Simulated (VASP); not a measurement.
Input of a VASP 6.6.1 run:

File INCAR:

```
SYSTEM = PbSe
PREC     = Accurate       ! precision mode
ENCUT    = 600            ! plane-wave cutoff, eV
EDIFF    = 1E-6           ! SCF threshold, eV
ISMEAR   = 0              ! smearing method
SIGMA    = 0.03           ! smearing width, eV
LREAL    = .False.        ! projectors in reciprocal space
LASPH    = .True.         ! aspherical terms in the spheres
NELM     = 80             ! most SCF steps
ALGO     = Normal         ! electronic algorithm
ISIF     = 3              ! what is computed and relaxed
LWAVE    = .False.        ! write WAVECAR
LCHARG   = .False.        ! write CHGCAR
GGA      = PS             ! functional
IBRION   = 2              ! ionic algorithm
NSW      = 90             ! ionic steps
EDIFFG   = -0.01          ! ionic threshold
```

KPOINTS

```
Automatic mesh
0
Gamma
  10 10 10
  0 0 0
```

Contents of POSCAR:

```
PbSe
1.0
    0.0000000000      3.0606500000      3.0606500000
    3.0606500000      0.0000000000      3.0606500000
    3.0606500000      3.0606500000      0.0000000000
Pb Se
1 1
Direct
    0.0000000000      0.0000000000      0.0000000000
    0.5000000000      0.5000000000      0.5000000000
```

Potentials or basis: VASP PAW PBE potentials, release 64 (Pb_d, Se).

Run with:

```sh
$ cat potpaw_PBE.64/Pb_d/POTCAR potpaw_PBE.64/Se/POTCAR > POTCAR
$ mpirun -np 1 vasp_std > vasp.out
```

(1) Estimate the relaxed cell.

(2) Predict the band gap on the k mesh.

Results:

(1) a = 4.317 Å, b = 4.317 Å, c = 4.317 Å, α = 60.00°, β = 60.00°, γ = 60.00°.

(2) 0.17 eV, direct.

Caveat: spin-orbit coupling is left out, which as a rule narrows the gap of such compounds by several tenths of an eV.
